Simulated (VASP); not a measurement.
# SrTe (Fm-3m) in VASP: settings compared

Aim: see how the results for SrTe move with the level of theory and the settings. Levels: PBE0, PBEsol. Tasks: band structure.

Program: VASP 6.6.1. These are calculated values, not measurements. Logs are shortened: lines on timing, memory, paths and dates and some standing lists are left out, and cuts for length are marked.

## Step 1: The structure

Symmetry: Fm-3m, No. 225, cubic system. The conventional cell has a = 6.615 Å, b = 6.615 Å, c = 6.615 Å, α = 90.00°, β = 90.00°, γ = 90.00°. Te (site symmetry m-3m) is surrounded by 6 Sr at 3.31 Å. Sr (site symmetry m-3m) has 6 Te at 3.31 Å as nearest neighbours.

The cell was built by a generator and needn't be a form met in nature.

## Step 2: Band structure, PBE0

POSCAR reads:

```
SrTe                                    
1.0
    0.0000000000      3.3076002723      3.3076002723
    3.3076002723      0.0000000000      3.3076002723
    3.3076002723      3.3076002723      0.0000000000
  Te              Sr            
     1     1
Direct
     0.5000000000000000    0.5000000000000000    0.5000000000000000
     0.0000000000000000    0.0000000000000000    0.0000000000000000
```

INCAR.step1 reads:

```
SYSTEM = SrTe
  PREC = Accurate
  ENCUT = 520
  EDIFF = 1E-5
  ISMEAR = 0
  SIGMA = 0.03
  LREAL = .FALSE.
  LASPH = .TRUE.
  NELM = 80
  ALGO = Normal
  ISIF = 2
  LWAVE = .TRUE.
  LCHARG = .FALSE.
  NBANDS = 15
  GGA = PE
```

INCAR.step2 reads:

```
SYSTEM = SrTe
  PREC = Accurate
  ENCUT = 520
  EDIFF = 1E-6
  ISMEAR = 0
  SIGMA = 0.03
  LREAL = .FALSE.
  LASPH = .TRUE.
  NELM = 80
  ALGO = Normal
  ISIF = 2
  LWAVE = .FALSE.
  LCHARG = .FALSE.
  GGA = PE
  LHFCALC = .TRUE.
  AEXX = 0.25
  PRECFOCK = Fast
  HFRCUT = -1
  NBANDS = 15
  ISTART = 1
```

KPOINTS reads:

```
regular mesh
0
G
  4 4 4
  0 0 0
```

KPOINTS_OPT reads:

```
explicit points
9
Reciprocal
 0.0000000000  0.0000000000  0.0000000000 1
 0.3750000000  0.3750000000  0.7500000000 1
 0.5000000000  0.5000000000  0.5000000000 1
 0.6250000000  0.2500000000  0.6250000000 1
 0.5000000000  0.2500000000  0.7500000000 1
 0.5000000000  0.0000000000  0.5000000000 1
 0.4000000000  0.0000000000  0.4000000000 1
 0.4250000000  0.0000000000  0.4250000000 1
 0.4500000000  0.0000000000  0.4500000000 1
```

Potentials or basis: VASP PAW PBE potentials, release 64 (Te, Sr_sv).

The run is started by

```sh
cat potpaw_PBE.64/Te/POTCAR potpaw_PBE.64/Sr_sv/POTCAR > POTCAR
cp INCAR.step1 INCAR
mpirun -np 1 vasp_std > vasp.out
cp INCAR.step2 INCAR
mpirun -np 1 vasp_std > vasp.out
```

OUTCAR:

```text
SYSTEM = SrTe
   PREC = Accurate
   ENCUT = 520
   EDIFF = 1E-6
   ISMEAR = 0
   LREAL = .FALSE.
   LASPH = .TRUE.
   NELM = 80
   ISIF = 2
   GGA = PE
   LHFCALC = .TRUE.
   AEXX = 0.25
   PRECFOCK = Fast
   ISTART = 1

 ion  position               nearest neighbor table
   1  0.500  0.500  0.500-   2 3.31   2 3.31   2 3.31   2 3.31   2 3.31   2 3.31
   2  0.000  0.000  0.000-   1 3.31   1 3.31   1 3.31   1 3.31   1 3.31   1 3.31

  LATTYP: Found a face centered cubic cell.
 ALAT       =     6.6152005446

  Lattice vectors:

 A1 = (   0.0000000000,   3.3076002723,   3.3076002723)
 A2 = (   3.3076002723,   0.0000000000,   3.3076002723)
 A3 = (   3.3076002723,   3.3076002723,   0.0000000000)

Analysis of symmetry for initial positions (statically):
=====================================================================
 Subroutine PRICEL returns:
 Original cell was already a primitive cell.

 Routine SETGRP: Setting up the symmetry group for a
 face centered cubic supercell.

 Subroutine GETGRP returns: Found 48 space group operations
 (whereof 48 operations were pure point group operations)
 out of a pool of 48 trial point group operations.

The static configuration has the point symmetry O_h .

Analysis of symmetry for dynamics (positions and initial velocities):
=====================================================================
 Subroutine PRICEL returns:
 Original cell was already a primitive cell.

 Routine SETGRP: Setting up the symmetry group for a
 face centered cubic supercell.

 Subroutine GETGRP returns: Found 48 space group operations
 (whereof 48 operations were pure point group operations)
 out of a pool of 48 trial point group operations.

The dynamic configuration has the point symmetry O_h .

 Subroutine INISYM returns: Found 48 space group operations
 (whereof 48 operations are pure point group operations),
 and found     1 'primitive' translations

----------------------------------------------------------------------------------------

                                     Primitive cell

  volume of cell :      72.3717

  direct lattice vectors                    reciprocal lattice vectors
     0.000000000  3.307600272  3.307600272    -0.151166997  0.151166997  0.151166997
     3.307600272  0.000000000  3.307600272     0.151166997 -0.151166997  0.151166997
     3.307600272  3.307600272  0.000000000     0.151166997  0.151166997 -0.151166997

  length of vectors
     4.677653164  4.677653164  4.677653164     0.261828919  0.261828919  0.261828919

  position of ions in fractional coordinates (direct lattice)
     0.500000000  0.500000000  0.500000000
     0.000000000  0.000000000  0.000000000

  ion indices of the primitive-cell ions
   primitive index   ion index
                 1           1
                 2           2

----------------------------------------------------------------------------------------

 KPOINTS: regular mesh

Automatic generation of k-mesh.
 Grid dimensions read from file:
 generate k-points for:    4    4    4

 Generating k-lattice:

  Cartesian coordinates                     Fractional coordinates (reciprocal lattice)
    -0.037791749  0.037791749  0.037791749     0.250000000  0.000000000  0.000000000
     0.037791749 -0.037791749  0.037791749     0.000000000  0.250000000  0.000000000
     0.037791749  0.037791749 -0.037791749     0.000000000  0.000000000  0.250000000

  Length of vectors
     0.065457230  0.065457230  0.065457230

  Shift w.r.t. Gamma in fractional coordinates (k-lattice)
     0.000000000  0.000000000  0.000000000

 Subroutine IBZKPT returns following result:
 ===========================================

 Found      8 irreducible k-points:

 Following reciprocal coordinates:
            Coordinates               Weight
  0.000000  0.000000  0.000000      1.000000
  0.250000  0.000000  0.000000      8.000000
  0.500000  0.000000  0.000000      4.000000
  0.250000  0.250000  0.000000      6.000000
  0.500000  0.250000  0.000000     24.000000
 -0.250000  0.250000  0.000000     12.000000
  0.500000  0.500000  0.000000      3.000000
 -0.250000  0.500000  0.250000      6.000000
   k-points           NKPTS =      8   k-points in BZ     NKDIM =     64   number of bands    NBANDS=     15
   number of dos      NEDOS =    301   number of ions     NIONS =      2
   total plane-waves  NPLWV =  46656
   dimension x,y,z NGX =    36 NGY =   36 NGZ =   36
   dimension x,y,z NGXF=    72 NGYF=   72 NGZF=   72
   ions per type =               1   1
   NGX,Y,Z   is equivalent  to a cutoff of  12.79, 12.79, 12.79 a.u.
   NGXF,Y,Z  is equivalent  to a cutoff of  25.59, 25.59, 25.59 a.u.
 SYSTEM =  SrTe
   PREC   = accura    normal or accurate (medium, high low for compatibility)
   ISTART =      1    job   : 0-new  1-cont  2-samecut
   ICHARG =      0    charge: 1-file 2-atom 10-const
   ISPIN  =      1    spin polarized calculation?
   LNONCOLLINEAR =      F non collinear calculations
[... 28 lines left out ...]
   LORBIT       =      0    0 simple, 1 ext, 2 COOP (PROOUT), +10 PAW based schemes
   GGA     = PE    functional components
   LHFCALC =     T    Hartree Fock is set to
   PRECFOCK=fast      Normal, Fast or Accurate (Low or Medium for compatibility)
   ENCUT4O =  -1.0   cutoff for four orbital integrals eV
   NKREDX  =     1    reduce k-point grid by
   NKREDY  =     1    reduce k-point grid by
   NKREDZ  =     1    reduce k-point grid by
   AEXX    =    0.2500 exact exchange contribution
   HFSCREEN=    0.0000 screening length (either q_TF or 0.3 A-1)
   HFSCREENC=   0.0000 screening length for correlation (either q_TF or 0.3 A-1)
   ENCUTFOCK=  -1.0 apply spherical cutoff to Coloumb kernel
   IVDW    =     0    specifies the selected vdW correction
   LEPSILON=     F    determine dielectric tensor
   LRPA    =     F    only Hartree local field effects (RPA)
 non-spin polarized calculation
 Gauss-broadening in eV      SIGMA  =   0.03
  energy-cutoff  :      520.00
  volume of cell :       72.37
 maximum number of plane-waves:      1964
 NGX is ok and might be reduce to    36
  NGX = 20; NGY = 20; NGZ = 20

 number of electron      16.0000000 magnetization

 Free energy of the ion-electron system (eV)
  ---------------------------------------------------
  ext. energy  EPLUGINS =         0.00000000
  ---------------------------------------------------
  free energy    TOTEN  =        -9.97933151 eV

  energy without entropy =       -9.97933151  energy(sigma->0) =       -9.97933151

 E-fermi :   2.3136     XC(G=0):  -6.8134

 val. band max:        2.1488528300   @ k =   0.0000   0.0000   0.0000
 cond. band min:       5.1956592972   @ k =   0.5000   0.5000   0.0000
 fundamental gap:      3.0468064672
 Fermi energy:         2.3136004679

 k-point     1 :       0.0000    0.0000    0.0000
  band No.  band energies     occupation
      1     -35.0572      2.00000
      2     -15.7647      2.00000
      3     -15.7647      2.00000
      4     -15.7647      2.00000
      5      -8.8875      2.00000
      6       2.1489      2.00000
      7       2.1489      2.00000
      8       2.1489      2.00000
      9       6.5122      0.00000
     10       6.9972      0.00000
     11       6.9972      0.00000
     12       6.9972      0.00000
     13       7.6957      0.00000
     14       7.6957      0.00000
     15      11.2199      0.00000

 k-point     2 :       0.2500    0.0000    0.0000
  band No.  band energies     occupation
      1     -35.0549      2.00000
      2     -15.8489      2.00000
      3     -15.7679      2.00000
      4     -15.7679      2.00000
      5      -8.5155      2.00000
      6       0.2068      2.00000
      7       1.4223      2.00000
      8       1.4223      2.00000
      9       6.8723      0.00000
     10       7.8206      0.00000
     11       7.8206      0.00000
     12       9.0098      0.00000
     13       9.2920      0.00000
     14       9.2920      0.00000
     15      12.3985      0.00000
[... 77 lines left out ...]
      3     -15.8097      2.00000
      4     -15.8097      2.00000
      5      -8.3395      2.00000
      6      -0.1644      2.00000
      7       1.2815      2.00000
      8       1.2815      2.00000
      9       5.1957      0.00000
     10       7.6506      0.00000
     11       8.7470      0.00000
     12      10.2227      0.00000
     13      10.3206      0.00000
     14      10.3206      0.00000
     15      12.6553      0.00000

 k-point     8 :      -0.2500    0.5000    0.2500
  band No.  band energies     occupation
      1     -35.0501      2.00000
      2     -15.8420      2.00000
      3     -15.8420      2.00000
      4     -15.8189      2.00000
      5      -8.2062      2.00000
      6       0.3302      2.00000
      7       0.3302      2.00000
      8       0.4348      2.00000
      9       7.6846      0.00000
     10       7.6846      0.00000
     11       8.3069      0.00000
     12       9.7711      0.00000
     13      10.3360      0.00000
     14      11.5541      0.00000
     15      12.5891      0.00000

------------------------ aborting loop because EDIFF is reached ----------------------------------------

  FORCE on cell =-STRESS in cart. coord.  units (eV):
  Direction    XX          YY          ZZ          XY          YZ          ZX
  --------------------------------------------------------------------------------------
  -------------------------------------------------------------------------------------
  Total        0.6090413      0.6090413      0.6090413     -0.0000000     -0.0000000      0.0000000
  in kB       13.4830550     13.4830550     13.4830550     -0.0000000     -0.0000000      0.0000000
  external PRESSURE =      13.4830550 kB  Pullay stress =       0.0000000 kB

 VOLUME and BASIS-vectors are now :
 -----------------------------------------------------------------------------
  energy-cutoff  :      520.00
  volume of cell :       72.37
      direct lattice vectors                 reciprocal lattice vectors
     0.000000000  3.307600272  3.307600272    -0.151166997  0.151166997  0.151166997
     3.307600272  0.000000000  3.307600272     0.151166997 -0.151166997  0.151166997
     3.307600272  3.307600272  0.000000000     0.151166997  0.151166997 -0.151166997

 POSITION                                       TOTAL-FORCE (eV/Angst)
 -----------------------------------------------------------------------------------
      3.30760      3.30760      3.30760        -0.000000     -0.000000     -0.000000
      0.00000      0.00000      0.00000         0.000000      0.000000      0.000000
 -----------------------------------------------------------------------------------
    total drift:                               -0.000000      0.000000      0.000000

  FREE ENERGIE OF THE ION-ELECTRON SYSTEM (eV)
  ---------------------------------------------------
  free  energy   TOTEN  =        -9.9793315133 eV

  energy  without entropy=       -9.9793315133  energy(sigma->0) =       -9.97933151
```

Run time: 5.4 min. Hardware: 1 thread of Intel Xeon 6975P-C (Granite Rapids), shared host; peak memory 0.21 GiB.

What came out:

* Free energy: -9.9793 eV
* Pressure: 1.3 GPa
* Band gap on the k mesh: 3.05 eV, indirect (least direct gap 3.91 eV)
* Band gap along the path: 3.05 eV, indirect (least direct gap 3.91 eV)

Caveat: the PAW data sets were made with another functional, which shifts forces and pressure a little; spin-orbit coupling is left out, which moves the levels of the heavy elements.

## Step 3: Band structure, PBEsol

INCAR reads:

```
SYSTEM = SrTe
ALGO = Normal
EDIFF = 1E-7
ENCUT = 520
GGA = PS
ICORELEVEL = 1
ISIF = 2
ISMEAR = 0
LASPH = .True.
LCHARG = .False.
LREAL = .False.
LWAVE = .False.
NBANDS = 15
NELM = 80
PREC = Accurate
SIGMA = 0.03
```

KPOINTS reads:

```
k-points
0
Gamma
  8 8 8
  0 0 0
```

POSCAR is that of step 2.

KPOINTS_OPT reads:

```
explicit points
109
Reciprocal
 0.0000000000  0.0000000000  0.0000000000 1
 0.0555555556  0.0000000000  0.0555555556 1
 0.1111111111  0.0000000000  0.1111111111 1
 0.1666666667  0.0000000000  0.1666666667 1
 0.2222222222  0.0000000000  0.2222222222 1
 0.2777777778  0.0000000000  0.2777777778 1
 0.3333333333  0.0000000000  0.3333333333 1
 0.3888888889  0.0000000000  0.3888888889 1
 0.4444444444  0.0000000000  0.4444444444 1
 0.5000000000  0.0000000000  0.5000000000 1
 0.5000000000  0.0000000000  0.5000000000 1
 0.5000000000  0.0277777778  0.5277777778 1
 0.5000000000  0.0555555556  0.5555555556 1
 0.5000000000  0.0833333333  0.5833333333 1
 0.5000000000  0.1111111111  0.6111111111 1
 0.5000000000  0.1388888889  0.6388888889 1
 0.5000000000  0.1666666667  0.6666666667 1
 0.5000000000  0.1944444444  0.6944444444 1
 0.5000000000  0.2222222222  0.7222222222 1
 0.5000000000  0.2500000000  0.7500000000 1
 0.5000000000  0.2500000000  0.7500000000 1
 0.4861111111  0.2638888889  0.7500000000 1
 0.4722222222  0.2777777778  0.7500000000 1
 0.4583333333  0.2916666667  0.7500000000 1
 0.4444444444  0.3055555556  0.7500000000 1
 0.4305555556  0.3194444444  0.7500000000 1
 0.4166666667  0.3333333333  0.7500000000 1
 0.4027777778  0.3472222222  0.7500000000 1
 0.3888888889  0.3611111111  0.7500000000 1
 0.3750000000  0.3750000000  0.7500000000 1
 0.3750000000  0.3750000000  0.7500000000 1
 0.3333333333  0.3333333333  0.6666666667 1
 0.2916666667  0.2916666667  0.5833333333 1
 0.2500000000  0.2500000000  0.5000000000 1
 0.2083333333  0.2083333333  0.4166666667 1
 0.1666666667  0.1666666667  0.3333333333 1
 0.1250000000  0.1250000000  0.2500000000 1
 0.0833333333  0.0833333333  0.1666666667 1
 0.0416666667  0.0416666667  0.0833333333 1
 0.0000000000  0.0000000000  0.0000000000 1
 0.0000000000  0.0000000000  0.0000000000 1
 0.0555555556  0.0555555556  0.0555555556 1
 0.1111111111  0.1111111111  0.1111111111 1
 0.1666666667  0.1666666667  0.1666666667 1
 0.2222222222  0.2222222222  0.2222222222 1
 0.2777777778  0.2777777778  0.2777777778 1
 0.3333333333  0.3333333333  0.3333333333 1
 0.3888888889  0.3888888889  0.3888888889 1
 0.4444444444  0.4444444444  0.4444444444 1
 0.5000000000  0.5000000000  0.5000000000 1
 0.5000000000  0.5000000000  0.5000000000 1
 0.5138888889  0.4722222222  0.5138888889 1
 0.5277777778  0.4444444444  0.5277777778 1
 0.5416666667  0.4166666667  0.5416666667 1
 0.5555555556  0.3888888889  0.5555555556 1
 0.5694444444  0.3611111111  0.5694444444 1
 0.5833333333  0.3333333333  0.5833333333 1
 0.5972222222  0.3055555556  0.5972222222 1
 0.6111111111  0.2777777778  0.6111111111 1
 0.6250000000  0.2500000000  0.6250000000 1
 0.6250000000  0.2500000000  0.6250000000 1
 0.6111111111  0.2500000000  0.6388888889 1
 0.5972222222  0.2500000000  0.6527777778 1
 0.5833333333  0.2500000000  0.6666666667 1
 0.5694444444  0.2500000000  0.6805555556 1
 0.5555555556  0.2500000000  0.6944444444 1
 0.5416666667  0.2500000000  0.7083333333 1
 0.5277777778  0.2500000000  0.7222222222 1
 0.5138888889  0.2500000000  0.7361111111 1
 0.5000000000  0.2500000000  0.7500000000 1
 0.5000000000  0.2500000000  0.7500000000 1
 0.5000000000  0.2777777778  0.7222222222 1
 0.5000000000  0.3055555556  0.6944444444 1
 0.5000000000  0.3333333333  0.6666666667 1
 0.5000000000  0.3611111111  0.6388888889 1
 0.5000000000  0.3888888889  0.6111111111 1
 0.5000000000  0.4166666667  0.5833333333 1
 0.5000000000  0.4444444444  0.5555555556 1
 0.5000000000  0.4722222222  0.5277777778 1
 0.5000000000  0.5000000000  0.5000000000 1
 0.5000000000  0.5000000000  0.5000000000 1
 0.4861111111  0.4861111111  0.5277777778 1
 0.4722222222  0.4722222222  0.5555555556 1
 0.4583333333  0.4583333333  0.5833333333 1
 0.4444444444  0.4444444444  0.6111111111 1
 0.4305555556  0.4305555556  0.6388888889 1
 0.4166666667  0.4166666667  0.6666666667 1
 0.4027777778  0.4027777778  0.6944444444 1
 0.3888888889  0.3888888889  0.7222222222 1
 0.3750000000  0.3750000000  0.7500000000 1
 0.6250000000  0.2500000000  0.6250000000 1
 0.6111111111  0.2222222222  0.6111111111 1
 0.5972222222  0.1944444444  0.5972222222 1
 0.5833333333  0.1666666667  0.5833333333 1
 0.5694444444  0.1388888889  0.5694444444 1
 0.5555555556  0.1111111111  0.5555555556 1
 0.5416666667  0.0833333333  0.5416666667 1
 0.5277777778  0.0555555556  0.5277777778 1
 0.5138888889  0.0277777778  0.5138888889 1
 0.5000000000  0.0000000000  0.5000000000 1
 0.0000000000  0.0000000000  0.0000000000 1
 0.3750000000  0.3750000000  0.7500000000 1
 0.5000000000  0.5000000000  0.5000000000 1
 0.6250000000  0.2500000000  0.6250000000 1
 0.5000000000  0.2500000000  0.7500000000 1
 0.5000000000  0.0000000000  0.5000000000 1
 0.4000000000  0.0000000000  0.4000000000 1
 0.4250000000  0.0000000000  0.4250000000 1
 0.4500000000  0.0000000000  0.4500000000 1
```

Potentials or basis: VASP PAW PBE potentials, release 64 (Te, Sr_sv).

The run is started by

```sh
cat potpaw_PBE.64/Te/POTCAR potpaw_PBE.64/Sr_sv/POTCAR > POTCAR
mpirun -np 1 vasp_std > vasp.out
```

Wall time 98 s (1 thread of Intel Xeon Platinum 8259CL at 2.50GHz (Skylake/Cascade Lake), shared host); peak memory 0.23 GiB.

The run converged. Its results:

```
Free energy             : -8.8341 eV
Pressure                : 0.0 GPa
Band gap on the k mesh  : 1.55 eV, indirect (least direct gap 2.32 eV)
Band gap along the path : 1.55 eV, indirect (least direct gap 2.32 eV)
```

Levels at the corners of the path, in eV from the valence-band top:
```
point  band 6  band 7  band 8  band 9  band 10  band 11
    Γ    0.00    0.00    0.00    2.79     3.19     3.19
    X   -2.05   -0.77   -0.77    1.55     3.86     4.83
    X   -2.05   -0.77   -0.77    1.55     3.86     4.83
    W   -1.64   -1.64   -1.59    3.86     3.86     4.46
    W   -1.64   -1.64   -1.59    3.86     3.86     4.46
    K   -1.86   -1.83   -1.00    2.69     4.93     5.52
    K   -1.86   -1.83   -1.00    2.69     4.93     5.52
    Γ    0.00    0.00    0.00    2.79     3.19     3.19
    Γ    0.00    0.00    0.00    2.79     3.19     3.19
    L   -2.96   -1.17   -1.17    3.78     5.14     5.33
    L   -2.96   -1.17   -1.17    3.78     5.14     5.33
    U   -1.86   -1.83   -1.00    2.69     4.93     5.52
    U   -1.86   -1.83   -1.00    2.69     4.93     5.52
    W   -1.64   -1.64   -1.59    3.86     3.86     4.46
    W   -1.64   -1.64   -1.59    3.86     3.86     4.46
    L   -2.96   -1.17   -1.17    3.78     5.14     5.33
    L   -2.96   -1.17   -1.17    3.78     5.14     5.33
    K   -1.86   -1.83   -1.00    2.69     4.93     5.52
    U   -1.86   -1.83   -1.00    2.69     4.93     5.52
    X   -2.05   -0.77   -0.77    1.55     3.86     4.83
```

Core levels (eV, on the scale of the bands):
| atom | levels |
| --- | --- |
| 1 Te | 1s -31611.3, 2s -4838.9, 2p -4342.3, 3s -955.2, 3p -793.8, 3d -550.1, 4s -154.7, 4p -104.7, 4d -32.1 |
| 2 Sr | 1s -15925.9, 2s -2148.5, 2p -1907.9, 3s -324.5, 3p -246.9, 3d -118.8 |

Caveat: the PAW data sets were made with another functional, which shifts forces and pressure a little; spin-orbit coupling is left out, which moves the levels of the heavy elements. A hybrid or GW would open this gap; PBEsol tends to underestimate it.
